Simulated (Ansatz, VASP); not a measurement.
## One calculation of HfN, two programs

File INCAR:

```
PREC = Accurate
ENCUT = 520
EDIFF = 1E-6
ISMEAR = -1
SIGMA = 0.03
LREAL = False
LASPH = True
NELM = 60
ALGO = Normal
ISIF = 2
LWAVE = False
LCHARG = False
GGA = CA
NBANDS = 14
```

Contents of KPOINTS:

```
Automatic mesh
0
Gamma
  10 10 10
```

POSCAR

```
HfN
1.0
    0.0000000000      2.2590000000      2.2815900000
    2.2590000000      0.0000000000      2.2815900000
    2.2590000000      2.2590000000      0.0000000000
Hf N
1 1
Direct
    0.0000000000      0.0000000000      0.0000000000
    0.5000000000      0.5000000000      0.5000000000
```

Input for Ansatz:

```yaml
crystal:
  lattice:
    - [0.0, 2.259, 2.28159]
    - [2.259, 0.0, 2.28159]
    - [2.259, 2.259, 0.0]
  atoms:
    - { symbol: Hf, position: [0.0, 0.0, 0.0] }
    - { symbol: "N", position: [0.5, 0.5, 0.5] }
kpoints:
  mp_grid: { grid: [10, 10, 10] }
  band_path:
    path:
      - [0.0, 0.0, 0.0]
      - [0.0, 0.5, 0.5]
      - [0.25, 0.75, 0.5]
      - [0.0, 0.5, 0.0]
      - [0.0, 0.0, 0.0]
      - [0.5, 0.5, 0.0]
      - [0.3725370062, 0.6274629938, 0.0]
      - [-0.3725370062, 0.3725370062, 0.0]
      - [0.0, 0.0, 0.0]
    npoints: 5
scf:
  occupations: { method: fermi_dirac, width: 0.03 }
hamiltonian:
  xc: lda
  pseudopotentials: { kind: all_electron, lapw: { basis_error: 0.001 } }
output:
  forces: true
  stress: true
  eigenvalues: true
```

Change from the starting cell: zz strain of +1 %.

Alike in both runs: task single point; functional LDA; k mesh 10 × 10 × 10; occupations fermi-dirac, width 0.03 eV; no spin polarisation.

|  | VASP | Ansatz |
| --- | --- | --- |
| version | VASP 6.6.1 | Ansatz 0.2.0 |
| potentials or method | VASP PAW LDA potentials, release 64 (Hf_pv, N) | all-electron LAPW, scalar-relativistic |
| plane-wave cutoff (eV) | 520 | see its input |

Ansatz gave:

```
pressure (GPa)                                  : -11.7
largest component of the traceless stress (GPa) : 2.46
```

Estimate VASP's values.

pressure (GPa): -13.1; largest component of the traceless stress (GPa): 2.42.

Ansatz ran all-electron here, so the differences hold the error of VASP's frozen core and of both bases.

Spin-orbit coupling is left out, which matters for the levels of Hf.
